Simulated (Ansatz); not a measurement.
Runs of Ansatz 0.2.0 on Sc. The structure is cubic, space group Fm-3m (No. 225). Conventional cell: a = 4.520 Å, b = 4.520 Å, c = 4.520 Å, α = 90.00°, β = 90.00°, γ = 90.00°. Sc (site symmetry m-3m) is surrounded by 12 Sc at 3.20 Å. This isn't the form of Sc at room conditions, which is hcp.

| task | level | potentials or basis | spin | U | cell | k mesh | cutoff (eV) | smearing | driver | points for each segment of the path | broadening | hubbard projectors | double counting | gap on the mesh (eV) | pressure (GPa) | moment (μB) |
| --- | --- | --- | --- | --- | --- | --- | --- | --- | --- | --- | --- | --- | --- | --- | --- | --- |
| band structure | revPBE | Ansatz PAW | non-collinear, ferromagnetic start, SOC | - | cell strained at random at fixed volume | 8 × 8 × 8 | 420 | fermi-dirac 0.01 eV | chain | 14 | - | - | - | none | 5.4 | 0.14 |
| projected density of states | rPW86-PBE | Ansatz PAW polarizable | off | - | as given | 10 × 10 × 10 | 420 | fermi-dirac 0.1 eV | - | - | - | - | - | none | 4.6 | - |
| electron localisation function | r2SCAN0+D3(BJ) | Ansatz PAW | off | - | as given | 7 × 7 × 7 | 500 | methfessel-paxton 0.1 eV | chain | - | - | - | - | none | 4.4 | - |
| optical spectrum | LDA | SSSP efficiency PAW | off | - | cell strained at random at fixed volume | 8 × 8 × 8 | 1225 | fermi-dirac 0.05 eV | chain | - | 0.05 eV | - | - | none | - | - |
| projected density of states | rPW86-PBE | Ansatz PAW polarizable | off | - | as given | 10 × 10 × 10 | 420 | fermi-dirac 0.1 eV | chain | - | - | - | - | none | 4.6 | - |
| projected density of states | RPBE+D3(BJ)+ATM+U | Ansatz PAW | off | Sc d U = 4 eV | volume scaled by 1.25 | 9 × 9 × 9 | 420 | gaussian 0.05 eV | chain | - | - | ortho-atomic (the default) | fll (the default) | none | (a) | - |
| ladder of functionals | PBE+D4+U | Ansatz PAW | collinear, ferromagnetic start | Sc d U = 3 eV | as given | 10 × 10 × 10 | 420 | tetrahedron | chain | - | - | all-electron-atomic | amf | none | 1.8 | 0.13 |
| single point | PBEsol+U | Ansatz PAW | off | Sc d U = 3 eV | cell strained at random at fixed volume | 8 × 8 × 8 | 420 | fermi-dirac 0.025 eV | chain | - | - | ortho-atomic (the default) | fll (the default) | none | 7.8 | - |

**Question.** Fill in the values left out.

**Answer.** (a) -14.9.

Caveats: the potentials were made for another functional, which shifts forces and pressure (some runs); pairwise dispersion overbinds metals, which lowers pressure and volume (some runs); the U is typed as a test and isn't derived for this compound (some runs); the thresholds are loose for stress (some runs); U without spin polarisation on a metal has little footing (some runs); the PAW data sets come from PBE, with cores solved anew for the run's functional, which leaves a small shift of forces and pressure (some runs); the PAW data sets were made with another functional, which shifts forces and pressure a little (some runs).

A gap of «none» marks a metal or a gap under the smearing width.
